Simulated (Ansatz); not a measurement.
# Ge3N4, one structure, two calculations

Cell: an entry of the Crystallography Open Database (COD), whose atoms a relaxation with PBE at fixed cell left in place.

```cif
data_Ge3N4
_symmetry_space_group_name_H-M 'Fd-3m:1'
_symmetry_Int_Tables_number 227
_cell_length_a 8.3091
_cell_length_b 8.3091
_cell_length_c 8.3091
_cell_angle_alpha 90.000
_cell_angle_beta 90.000
_cell_angle_gamma 90.000
loop_
_atom_site_label
_atom_site_type_symbol
_atom_site_symmetry_multiplicity
_atom_site_Wyckoff_symbol
_atom_site_fract_x
_atom_site_fract_y
_atom_site_fract_z
Ge1 Ge 16 d 0.1250 0.1250 0.6250
Ge5 Ge 8 a 0.5000 0.5000 0.0000
N N 32 e 0.8832 0.8832 0.3832
```

One atom of each set is listed; the run and its k-mesh use a cell of 14 atoms with edges of 5.88, 5.88, 5.88 Å.

First run. All values are calculated (Ansatz; DFT, PBE, plane waves and PAW, scalar-relativistic, 420 eV cutoff, Γ-centred 6×6×6 k-points, Fermi–Dirac smearing 0.02 eV), not measured.

```
site  V_zz (10²¹ V/m²)     η
 Ge1             -0.23  0.00
   N              4.23  0.00
```

Second run. The same atoms and settings, except that the functional is r2SCAN and the cutoff is 500 eV.

Q: What does the second run give?

A: 

```tsv
site	V_zz	η	change of V_zz
Ge1	-0.054	0.00	+0.18
N	4.30	0.00	+0.07
```

The largest change of V_zz is on Ge1, from -0.23 to -0.054. In per cent, |V_zz| changes by +2 on N (all sites that start above 0.5). Sites without a gradient aren't listed.

For the second run: At this cell the r2SCAN pressure is -8 GPa, so with r2SCAN the cell would shrink if it were relaxed. The entry's cell may itself be off.
